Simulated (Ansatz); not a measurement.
# BaTiO3 (P1) in Ansatz: notebook, part 2 of 2

Ansatz 0.2.0.

**4. Relaxation of cell and atoms, PBEsol, target pressure 5 GPa, at which the enthalpy is minimised**

Contents of input.yaml:

```yaml
crystal:
  lattice:
    - [3.70452014, -0.01640867, 0.18507075]
    - [-0.01640867, 4.18451191, 0.02528513]
    - [0.18591286, 0.02540018, 3.8917432]
  atoms:
    - { symbol: Ba, position: [0.0079135, 0.88261446, 0.95959035] }
    - { symbol: Ti, position: [0.50574944, 0.42212167, 0.59782741] }
    - { symbol: O, position: [0.45838189, 0.78893258, 0.98165141] }
    - { symbol: O, position: [0.55779954, 0.89570064, 0.46568812] }
    - { symbol: O, position: [0.97015564, 0.51063065, 0.4952427] }
hamiltonian:
  xc: pbesol
  pseudopotentials: { kind: paw }
kpoints:
  mp_grid: { grid: [7, 7, 7] }
scf:
  occupations: { method: fermi_dirac, width: 0.05 }
output:
  forces: true
  stress: true
  eigenvalues: true
  write_density: true
  write_potential: true
  elf: true
  volumetric_format: npy
relax:
  f_tol: 0.01
  max_steps: 40
  cell: { stress_tol: 0.05, p_target: 5.0 }
```

Potentials or basis: Ansatz PAW.

Started as:

```bash
> ansatz run input.yaml --threads 2 --pin off --max-ram 5632MiB --backend cpu --events-out ev --progress --plain --runs-dir out
```

Output:

```text
Warning: RAYON_NUM_THREADS=2 ignored (pool sized by the plan → 2); use --threads N
Engine: ansatz 0.2.0, aarch64-unknown-linux-gnu
Pseudopotentials: kind: paw
Pseudopotential: Ba, paw, valence charge 10, recommended cutoff 420 eV (normal), Ba.paw.azcp
Pseudopotential: Ti, paw, valence charge 12, recommended cutoff 420 eV (normal), Ti.paw.azcp
Pseudopotential: O, paw, valence charge 6, recommended cutoff 420 eV (normal), O.paw.azcp
Functional definition: PBEsol
  exchange = pbesol_x
  correlation = pbesol_c
Crystal: 5 atoms, lattice volume = 60.181 Å³
Basis set: ecut = 420 eV, 1183 PW (Γ), exchange–correlation on 50×60×54 points (8 copies of the dense FFT grid, shifted against one another)
Bands: 25, of which v1, the nominal top of the filled ones, is band 20 counted from 1 (19 counted from 0)
Symmetry: 1 space group operations
Space group: P1 (ITA 1), of the structure as read, at distance tolerance 3.9e-5 Å
k-points: 172 of 343 (time reversal used)
Non-local potential: Ba, projectors of the file, l = 0: 3, l = 1: 2, l = 2: 2, l = 3: 2
[... 240 lines left out ...]
  E_closure    = -0.000000  (closes the sum)
  Σ components = -10027.450803   (vs F -10027.450803, Δ=0.00e0)
--- Forces (eV/Å), atoms counted from 1 ---
  atom   1  Ba     0.00011163     0.00007112     0.00007468
  atom   2  Ti     0.00020277     0.00037015     0.00004950
  atom   3  O     -0.00007785    -0.00012234    -0.00004382
  atom   4  O     -0.00010414    -0.00020356    -0.00006065
  atom   5  O     -0.00013468    -0.00011304    -0.00002200
  max |Σ_I F_I| component: 2.34e-6 eV/Å
--- Stress (GPa, compression-positive) ---
        5.007633      -0.000184      -0.000731
       -0.000184       4.992742       0.000014
       -0.000731       0.000014       5.002056
  P = ⅓ Tr σ = 5.0008 GPa (50.008 kbar)
--- Band table (eV; the first three rows and the last of 172) ---
  k-point 0: bands = ["-45.1562", "-21.5406", "-21.5399", "-21.5356", "-13.6632", "-6.0321", "-5.3709", "-5.3703", "1.1255", "1.1261", "1.1264", "8.5869", "8.5874", "8.5878", "9.5183", "9.5188", "9.6024", "10.5842", "10.6553", "10.6565", "12.8825", "12.8875", "12.9670", "15.3301", "15.3309"]
  k-point 1: bands = ["-45.1560", "-21.5518", "-21.5398", "-21.5363", "-13.6336", "-6.0586", "-5.3633", "-5.3443", "1.1626", "1.1637", "1.2274", "8.2179", "8.5127", "8.5185", "9.2837", "9.3047", "9.4477", "10.1553", "10.5218", "10.5249", "12.9313", "13.2745", "13.2831", "15.3334", "15.8754"]
  k-point 2: bands = ["-45.1555", "-21.5802", "-21.5386", "-21.5353", "-13.5658", "-6.1981", "-5.3465", "-5.1874", "1.2489", "1.2509", "1.4520", "7.4223", "8.2617", "8.2729", "8.9539", "9.0014", "9.1322", "9.4356", "10.2400", "10.2795", "12.9917", "14.0156", "14.0568", "15.3334", "16.7478"]
  k-point 171: bands = ["-45.1547", "-21.6009", "-21.5500", "-21.5461", "-13.4732", "-6.1402", "-5.2880", "-5.0940", "1.1015", "1.3312", "1.5425", "6.7347", "7.6196", "7.9804", "8.0169", "8.4492", "9.2302", "9.6718", "9.8504", "9.9487", "13.6127", "14.6159", "14.6865", "16.1631", "17.6953"]
--- Relaxed structure (13 steps of the walk, 13 accepted, 3 SCFs on fresh bases) ---
  F+E_penalty+E_count = -10027.45080250 eV   max|allowed force component| = 3.697e-4 eV/Å   (the final SCF, on the basis selected at the relaxed cell)
  cell:  # Å, volume = 61.2374 Å³
    - [3.9409812632079286, -0.0014495633875254035, 0.0010090979112475085]
    - [-0.0015441008918340596, 3.9423708911583293, -0.0016061170610657746]
    - [0.0019165950003880161, -0.001440830078400384, 3.9414425117325282]
  atoms:
    - { symbol: Ba, position: [0.0034727599460900576, 0.9963636308848699, 1.0035253637773447] }
    - { symbol: Ti, position: [0.5107465643879051, 0.4888033165466557, 0.5108935693570293] }
    - { symbol: O, position: [0.49618820881471365, 0.5039542865815643, 0.9932830027377619] }
    - { symbol: O, position: [0.49621499841029515, 1.0069119516437626, 0.49616923048566053] }
    - { symbol: O, position: [0.9933774784409961, 0.5039668143431479, 0.4961288236422035] }
```

rho_z.tsv:

```text
# z_ang	rho[e/angstrom^3]
# format = ansatz-planar-average/11
# lattice	3.940981263	-0.001449563	0.001009098
# lattice	-0.001544101	3.942370891	-0.001606117
# lattice	0.001916595	-0.001440830	3.941442512
# sites	5
# site	56	0.014070948	3.926584032	3.953740758
# site	22	2.013067055	1.925567496	2.013387951
# site	8	1.956593999	1.984624302	3.914659146
# site	8	1.954970193	3.968186177	1.954506009
# site	8	3.915054732	1.984669298	1.955656222
0.000000	7.669800e-1
0.145979	7.232084e-1
0.291959	6.311508e-1
0.437938	5.199972e-1
0.583918	4.162954e-1
0.729897	3.293456e-1
[... 19 lines left out ...]
3.649484	6.693834e-1
3.795464	7.474540e-1
```

Wall time 4.8 min (2 threads of Arm Neoverse V2, shared host); peak memory 0.58 GiB.

What came out:

```
Free energy                                            : -10027.4508 eV
Relaxed volume                                         : 12.25 Å³/atom
Relaxed cell                                           : a = 3.941 Å, b = 3.942 Å, c = 3.941 Å, α = 90.04°, β = 89.96°, γ = 90.04°
Space group after relaxing (to 0.05 Å)                 : R3m (No. 160)
Energy change on relaxing (the enthalpy is what falls) : -2539.6 meV/atom
Ionic steps                                            : 16
Pressure after relaxing                                : 5.0 GPa
Band gap on the k mesh                                 : 2.15 eV, indirect (least direct gap 2.23 eV)
```

The path:
| step | energy change (eV) | largest force (eV/Å) | volume (Å³) |
| --- | --- | --- | --- |
| 1 | 0.0000 | 11.0696 | 60.18 |
| 2 | -5.4970 | 10.0831 | 64.55 |
| 3 | -8.5409 | 7.5788 | 65.81 |
| 4 | -10.5110 | 5.2625 | 65.63 |
| 5 | -11.7753 | 3.3299 | 64.22 |
| 6 | -12.4554 | 1.4004 | 62.00 |
| 7 | -12.6558 | 0.2228 | 61.43 |
| 8 | -12.6570 | 0.0583 | 61.09 |
| 9 | -12.6590 | 0.0066 | 61.00 |
| 10 | -12.6601 | 0.0037 | 61.03 |
| 11 | -12.6887 | 0.0044 | 61.03 |
| 12 | -12.6966 | 0.0073 | 61.22 |
| 13 | -12.6970 | 0.0006 | 61.24 |
| 14 | -12.6979 | 0.0007 | 61.24 |
| 15 | -12.6979 | 0.0004 | 61.24 |
| 16 | -12.6980 | 0.0004 | 61.24 |

Final structure:
```yaml
crystal:
  lattice:
    - [3.94098, -0.00145, 0.00101]
    - [-0.00154, 3.94237, -0.00161]
    - [0.00192, -0.00144, 3.94144]
  atoms:
    - { symbol: Ba, position: [0.00347, 0.99636, 0.00353] }
    - { symbol: Ti, position: [0.51075, 0.48880, 0.51089] }
    - { symbol: O, position: [0.49619, 0.50395, 0.99328] }
    - { symbol: O, position: [0.49621, 0.00691, 0.49617] }
    - { symbol: O, position: [0.99338, 0.50397, 0.49613] }
```

Levels at points of the mesh, in eV from the valence-band top:
```
           k point  band 17  band 18  band 19  band 20  band 21  band 22  band 23  band 24
(0.00, 0.00, 0.00)    -1.13    -0.15    -0.08    -0.08     2.15     2.15     2.23     4.59
```

Caveat: odd divisions of the mesh miss points on the zone boundary, where band edges often lie, so the gap on the mesh can be too wide; the plane-wave basis is chosen anew once the cell has moved, so the energies of steps on either side of that aren't comparable; the pressure holds a Pulay correction of +0.6 GPa for the finite cutoff; spin-orbit coupling is left out, which moves the levels of the heavy elements; the PAW data sets come from PBE, with cores solved anew for the run's functional, which leaves a small shift of forces and pressure. Zero-point motion and thermal expansion aren't in these numbers.

**5. Overview**

```csv
cell,target pressure (GPa),gap on the mesh (eV),pressure (GPa)
"relaxed from: all atoms moved at random, sigma 0.4 Å a component, cell strained at random, sigma 0.06",0,2.37,0.0
"relaxed to 2 GPa from: all atoms moved at random, sigma 0.4 Å a component, cell strained at random, sigma 0.06",2,2.27,2.0
"relaxed to 5 GPa from: all atoms moved at random, sigma 0.4 Å a component, cell strained at random, sigma 0.06",5,2.15,5.0
```

Alike in all rows: task relaxation of cell and atoms; level PBEsol; potentials or basis Ansatz PAW; no spin polarisation; k mesh 7 × 7 × 7; cutoff (eV) 420; smearing fermi-dirac 0.05 eV.

Caveats: odd divisions of the mesh miss points on the zone boundary, where band edges often lie, so the gap on the mesh can be too wide; the plane-wave basis is chosen anew once the cell has moved, so the energies of steps on either side of that aren't comparable; spin-orbit coupling is left out, which moves the levels of the heavy elements; the PAW data sets come from PBE, with cores solved anew for the run's functional, which leaves a small shift of forces and pressure.

Total energies depend on the potentials used, so only differences within one code and one set of settings carry meaning.
